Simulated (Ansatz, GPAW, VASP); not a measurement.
**One calculation of Pt, 3 ways**

```
Pt
1.0
     0.00000    1.96090    1.96090
     1.96090    0.00000    1.96090
     1.96090    1.96090    0.00000
Pt
1
Direct
  0.00000 0.00000 0.00000
```

Alike in all runs: task single point; functional PBEsol; k mesh 12 × 12 × 12; occupations gaussian, width 0.1 eV; no spin polarisation; no spin-orbit coupling. Pressure is positive in compression and, in plane waves, holds the error of the finite cutoff.

```tsv
program and potentials	plane-wave cutoff (eV)	notes	band gap (eV)	pressure (GPa)
VASP, PBE PAW files Pt, 500 eV	500	potentials made for PBE; 10 valence electrons an atom on average	?	?
Ansatz, all-electron LAPW, scalar-relativistic	-	-	no gap	-0.67
GPAW, PAW data sets generated for this functional	600	16 valence electrons an atom on average	no gap	-0.95
```

Task: Estimate from the other rows what the run with VASP, PBE PAW files Pt, 500 eV gave.

Result: No band gap; pressure -1.03 GPa. The other rows, which needn't bracket it: pressure -0.95 to -0.67.
